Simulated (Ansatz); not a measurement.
Predict the output of the script below (Ansatz 0.2.0 through its Python package).

The script, `tio2.py`:
```python
# -*- coding: utf-8 -*-
"""TiO2 from YAML text."""

import ansatz as az
import numpy as np

INPUT = """
crystal:
  lattice:
    - [4.589, 0.0, 0.0]
    - [0.0, 4.849, 0.0]
    - [-0.708199, 0.0, 4.68275]
  atoms:
    - { symbol: Ti, position: [0.309, 0.045, 0.218] }
    - { symbol: Ti, position: [0.691, 0.545, 0.282] }
    - { symbol: Ti, position: [0.691, 0.955, 0.782] }
    - { symbol: Ti, position: [0.309, 0.455, 0.718] }
    - { symbol: O, position: [0.056, 0.347, 0.282] }
    - { symbol: O, position: [0.944, 0.847, 0.218] }
    - { symbol: O, position: [0.944, 0.653, 0.718] }
    - { symbol: O, position: [0.056, 0.153, 0.782] }
    - { symbol: O, position: [0.425, 0.727, 0.463] }
    - { symbol: O, position: [0.575, 0.227, 0.037] }
    - { symbol: O, position: [0.575, 0.273, 0.537] }
    - { symbol: O, position: [0.425, 0.773, 0.963] }
kpoints:
  mp_grid: { grid: [4, 4, 4] }
hamiltonian:
  xc: pbesol
scf:
  occupations: { method: fixed }
output:
  forces: true
  stress: true
"""


def main():
    planned = az.Session.from_yaml(INPUT).plan(threads=1, pin="off")
    done = planned.execute()
    rep = done.report

    for key in ("converged", "n_iterations", "n_electrons", "n_kpoints", "n_pw", "n_symmetry_ops", "free_energy_ev", "fermi_energy_ev"):
        print(f"{key:18s} {rep[key]}")

    # forces, one row an atom
    forces = np.array(rep["forces_ev_ang"])
    norms = np.linalg.norm(forces, axis=1)
    print("largest force {:.4f} eV/A on atom {}".format(norms.max(), norms.argmax()))
    print(np.array2string(forces, precision=4, suppress_small=True))

    # the stress is positive in compression
    print("pressure by term (GPa)")
    for term, tensor in rep["stress_terms_gpa"].items():
        if np.any(tensor):
            print(f"  {term:28s} {np.trace(np.array(tensor)) / 3:12.3f}")
    print(f"  {'total':28s} {np.trace(np.array(rep['stress_gpa'])) / 3:12.3f}")


if __name__ == "__main__":
    main()
```

`python tio2.py` gives:
```text
DeckWarning: basis.ecutwfc = 420 eV, auto-derived from the records' recommended cutoffs: set by Ti (normal level)
converged          True
n_iterations       8
n_electrons        96.0
n_kpoints          30
n_pw               2023
n_symmetry_ops     4
free_energy_ev     -14394.996256058355
fermi_energy_ev    12.901409343903618
largest force 5.8475 eV/A on atom 0
[[-5.7669  0.6856  0.6831]
 [ 5.7669  0.6856 -0.6831]
 [ 5.7669 -0.6856 -0.6831]
 [-5.7669 -0.6856  0.6831]
 [ 1.7258 -0.0372  1.1737]
 [-1.7258 -0.0372 -1.1737]
 [-1.7258  0.0372 -1.1737]
 [ 1.7258  0.0372  1.1737]
 [-0.2991  3.2586  1.178 ]
 [ 0.2991  3.2586 -1.178 ]
 [ 0.2991 -3.2586 -1.178 ]
 [-0.2991 -3.2586  1.178 ]]
pressure by term (GPa)
  kinetic                          2582.316
  hartree                          1025.976
  ewald                           -4005.378
  local_pseudopotential            1495.290
  nonlocal_pseudopotential         -821.135
  augmentation                      215.172
  nlcc                              -50.133
  xc                               -419.044
  augmentation_tail                  -0.027
  scf_correction                     -0.001
  pulay_correction                    0.956
  total                              23.994
```
(Warnings from the package without file and line.)

Notes:
- Total energies depend on the potentials; only differences at equal settings carry meaning. A total without «per atom» is that of the cell as typed.
- No spin polarisation was allowed.
- Under fixed occupations the level called the Fermi level is the highest filled one on the SCF mesh; off the mesh a filled band can lie a little above it.
- The zero of the levels is a convention of the potentials, so an absolute Fermi energy is no work function.
- This is a high-temperature or high-pressure form, not the ambient phase.
- Pressure is positive in compression.
- At these settings the cell as given stands under about 24 GPa, so it isn't at this functional's equilibrium volume and may be a high-pressure phase.
- The starting cell is as deposited in a crystallographic database; the results hold for this polymorph, which needn't be the stable one.
- Wall time of the script: 12 s on 1 thread of Arm Neoverse V1, with other jobs on the host, peak memory 0.48 GiB.
